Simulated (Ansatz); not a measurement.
Chalcopyrite CuInS2 was calculated with PBE-D3(BJ) (PAW; Ansatz, a program for electronic structure).

Settings: plane-wave cutoff 520 eV, 10×10×10 k mesh, Fermi–Dirac smearing 0.01 eV, no spin polarisation, scalar-relativistic PAW data made under PBE.

Computed at the level's own relaxed cell.

**Question.** Give the computed bulk modulus, lattice parameter c, pressure derivative B′ of the bulk modulus and volume per atom.

**Answer.** 
- bulk modulus: 72.6 GPa
- lattice parameter c: 11.089 Å
- pressure derivative B′ of the bulk modulus: 4.9
- volume per atom: 21.01 Å³/atom

Measured, for comparison: lattice parameter c 11.133 Å (298 K, no zero-point or thermal correction; as tabulated in Abstract on Scilit: Piezoelectric nonlinear optic CuGaS2 and CuInS2 crystal …). Computed (rounded) less measured: lattice parameter c -0.4 %. A static lattice is as a rule a little smaller and stiffer than an uncorrected measurement, which narrows the difference in the lattice parameter c and would widen misses of the other sign.

Note: the bulk modulus comes from volumes at which shape and atoms were relaxed.

Spin–orbit coupling is not included.
